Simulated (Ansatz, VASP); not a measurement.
## AlRu: VASP beside Ansatz

INCAR

```
  PREC = Accurate
  ENCUT = 600
  EDIFF = 1E-6
  ISMEAR = -1
  SIGMA = 0.05
  LREAL = False
  LASPH = True
  NELM = 100
  ALGO = Normal
  ISIF = 3
  LWAVE = False
  LCHARG = False
  GGA = PS
  IVDW = 13
  IBRION = 2
  NSW = 60
  EDIFFG = -0.01
```

File KPOINTS:

```
regular mesh
0
Gamma
  9 9 9
```

The input POSCAR:

```
AlRu
1.0
    2.9916000000      0.0000000000      0.0000000000
    0.0000000000      2.9916000000      0.0000000000
    0.0000000000      0.0000000000      2.9916000000
Ru Al
1 1
Direct
    0.5000000000      0.5000000000      0.5000000000
    0.0000000000      0.0000000000      0.0000000000
```

input.yaml

```yaml
crystal:
  lattice:
    - [2.9916, 0.0, 0.0]
    - [0.0, 2.9916, 0.0]
    - [0.0, 0.0, 2.9916]
  atoms:
    - { symbol: Ru, position: [0.5, 0.5, 0.5] }
    - { symbol: Al, position: [0.0, 0.0, 0.0] }
hamiltonian:
  xc: pbesol
  pseudopotentials: { kind: paw }
  dispersion: d4
kpoints:
  mp_grid: { grid: [9, 9, 9] }
scf:
  occupations: { method: fermi_dirac, width: 0.05 }
output:
  forces: true
  stress: true
  eigenvalues: true
relax:
  f_tol: 0.01
  max_steps: 40
  cell: { stress_tol: 0.05 }
```

Alike in both runs: task relaxation of cell and atoms; functional PBEsol; dispersion D4; k mesh 9 × 9 × 9; occupations fermi-dirac, width 0.05 eV; no spin polarisation.

|  | VASP | Ansatz |
| --- | --- | --- |
| version | VASP 6.6.1 | Ansatz 0.2.0 |
| potentials or method | VASP PAW PBE potentials, release 64 (Ru_pv, Al) | Ansatz PAW |
| plane-wave cutoff (eV) | 600 | 420 |
| valence electrons in the cell | 17 | 19 |

```tsv
	VASP	Ansatz	Ansatz less VASP
gap on the k mesh at the Fermi level, each at its own relaxed structure (eV)	none	none	-
relaxed volume (Å³/atom)	13.00	12.99	-0.008
relaxed cell length with the largest relative difference (Å)	2.963	2.962	-0.0006
energy change over the relaxation (meV/atom)	-8	-8	-0.1
```

A gap of «none» marks a metal or a gap that the smearing closes. The two sets of potentials don't hold the same shells in valence.

Caveats: pairwise dispersion overbinds metals, which lowers pressure and volume; the PAW data sets were made with another functional, which shifts forces and pressure a little (VASP); the plane-wave basis is chosen anew once the cell has moved, so the energies of steps on either side of that aren't comparable (Ansatz); the PAW data sets come from PBE, with cores solved anew for the run's functional, which leaves a small shift of forces and pressure (Ansatz).
